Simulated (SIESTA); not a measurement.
**CuO in SIESTA: convergence with EnergyShift**

Crystal: CuO.

```
CELL_PARAMETERS angstrom
3.17953 0.00000 0.00000
-1.58977 2.75356 0.00000
0.00000 0.00000 4.43149
ATOMIC_POSITIONS crystal
Cu 0.01436 0.01355 0.00438
Cu 0.97942 0.99493 0.49380
O 0.33283 0.66080 0.25024
O 0.65334 0.31795 0.74586
```

The cell comes from a database or a generator and needn't be the stable form of this composition.

The cell isn't the ideal one: atoms moved at random, drawn with an rms of 0.05 Å.

- Program: SIESTA 5.4.2
- Task: single point
- Functional: PBE
- Potentials or basis: PseudoDojo 0.4 standard (PBE files)
- Basis: DZP (energy shift 0.05 Ry; two zetas on semicore shells)
- Grid cutoff: 800 Ry
- Energy shift: 0.05 Ry
- k mesh: 6 × 6 × 3
- Occupations: fermi-dirac, width 0.05 eV
- Spin: no spin polarisation

These are the settings of the first run; the series varies EnergyShift, with any setting tied to it.

Hardware: 1 thread of Arm Neoverse V1 (shared host).

```csv
EnergyShift,"energy less the tightest run, at zero smearing (meV/atom)",pressure (GPa),largest force (eV/Å),SCF cycles,CPU time (s),peak memory (GiB)
0.05,3421.45,-37.16,1.131,13,14,0.19
0.03,1654.24,-15.16,0.965,12,16,0.2
0.02,918.37,-5.10,1.085,13,20,0.21
0.01,367.18,5.39,1.155,13,28,0.23
0.005,166.77,9.02,1.153,12,37,0.26
0.003,94.31,8.73,1.149,12,47,0.28
0.002,51.65,8.43,1.127,12,56,0.3
0.001,0.00,8.05,1.111,12,82,0.35
```

Not settled before the last step: the energy (to 1 meV/atom), the pressure (to 0.1 GPa), the largest force (to 0.005 eV/Å). The tightest run that finished is the yardstick and may itself not be fully converged.

Caveat, for the tightest run too: the k mesh is coarse (spacing up to 0.47 Å⁻¹), so the values aren't converged; short orbitals over semicore shells can move pressures by several GPa; the basis of atomic orbitals isn't converged, which shifts pressures, moduli and gaps; the run has no spin polarisation, though such a crystal can be magnetic.
